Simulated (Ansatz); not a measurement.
# BaS: response to strain

Aim: deform BaS (equal xx and yy strain of +1 %) and compute stress, forces and field gradients with LAPW, PAW and all-electron datasets made for the crystal.

Method: DFT PBE, scalar-relativistic, in Ansatz 0.2.0.

## 1. The starting structure

Symmetry: Fm-3m, No. 225, cubic system. Conventional cell: a = 6.387 Å, b = 6.387 Å, c = 6.387 Å, α = 90.00°, β = 90.00°, γ = 90.00°. Ba (site symmetry m-3m) has 6 S at 3.19 Å as nearest neighbours. Around S (site symmetry m-3m) lie 6 Ba at 3.19 Å.

As a file:

```
Ba S
1.0
     0.00000    3.19375    3.19375
     3.19375    0.00000    3.19375
     3.19375    3.19375    0.00000
Ba S
1 1
Cartesian
  0.0000 0.0000 0.0000
  3.1937 3.1937 3.1938
```

Atoms are numbered in the order of the input: Ba1, S2.

## 2. The deformed structure

Space group Fm-3m before, I4/mmm after.

## 3. Full-potential LAPW

The input, input.yaml:

```yaml
crystal:
  lattice:
    - [0.0, 3.2256875, 3.19375]
    - [3.2256875, 0.0, 3.19375]
    - [3.2256875, 3.2256875, 0.0]
  atoms:
    - { symbol: Ba, position: [0.0, 0.0, 0.0] }
    - { symbol: S, position: [0.5, 0.5, 0.5] }
kpoints:
  mp_grid: { grid: [8, 8, 8] }
  band_path:
    path:
      - [0.0, 0.0, 0.0]
      - [0.0, 0.5, 0.5]
      - [0.25, 0.75, 0.5]
      - [0.0, 0.5, 0.0]
      - [0.0, 0.0, 0.0]
      - [0.5, 0.5, 0.0]
      - [0.3775125, 0.6224875, 0.0]
      - [-0.3775125, 0.3775125, 0.0]
      - [0.0, 0.0, 0.0]
    npoints: 5
scf:
  occupations: { method: fermi_dirac, width: 0.02 }
hamiltonian:
  xc: pbe
  pseudopotentials: { kind: all_electron, lapw: { basis_error: 0.00025 } }
output:
  forces: true
  stress: true
  eigenvalues: true
```

Command:

```bash
ansatz run input.yaml --threads 1 --pin off --max-ram 3072MiB --backend cpu --events-out ev --progress --plain --runs-dir out
```

## 4. Frozen-core PAW

The input, input.yaml:

```yaml
crystal:
  lattice:
    - [0.0, 3.2256875, 3.19375]
    - [3.2256875, 0.0, 3.19375]
    - [3.2256875, 3.2256875, 0.0]
  atoms:
    - { symbol: Ba, position: [0.0, 0.0, 0.0] }
    - { symbol: S, position: [0.5, 0.5, 0.5] }
kpoints:
  mp_grid: { grid: [8, 8, 8] }
scf:
  occupations: { method: fermi_dirac, width: 0.02 }
hamiltonian:
  xc: pbe
  pseudopotentials: { kind: paw }
output:
  forces: true
  stress: true
  eigenvalues: true
  efg: { contact_densities: true }
```

## 5. Datasets made for this crystal

Changes to input.yaml since step 4:

```diff
@@ -14,3 +14,3 @@
   xc: pbe
-  pseudopotentials: { kind: paw }
+  pseudopotentials: { kind: all_electron, datasets: crystal }
 output:
```

(Steps that only read results are left out.)

Q: Predict the outcome of this session. Wanted: pressure; largest shear or deviatoric stress.

**Answer**, as computed:

| quantity | value |
| --- | --- |
| pressure | LAPW -0.02, PAW -0.02, crystal datasets -0.02 GPa |
| largest shear or deviatoric stress (LAPW) | 0.49 GPa |

**Reading.** The largest part of the stress beyond the pressure is 0.49 GPa in size, in the zz component; the atoms are carried along and not relaxed. No run of the undeformed cell stands beside it, so the pressure holds what the given cell had before the change. PAW: stress within 0.01 GPa of LAPW. Crystal datasets: stress within 0.01 GPa of LAPW. Spin-orbit coupling is left out, though the cell holds Ba; in elements this heavy it can shift bands and gaps by tenths of an eV.

The gaps are Kohn-Sham values of a semilocal functional, not quasiparticle or optical gaps. Such gaps usually fall short of the measured ones.
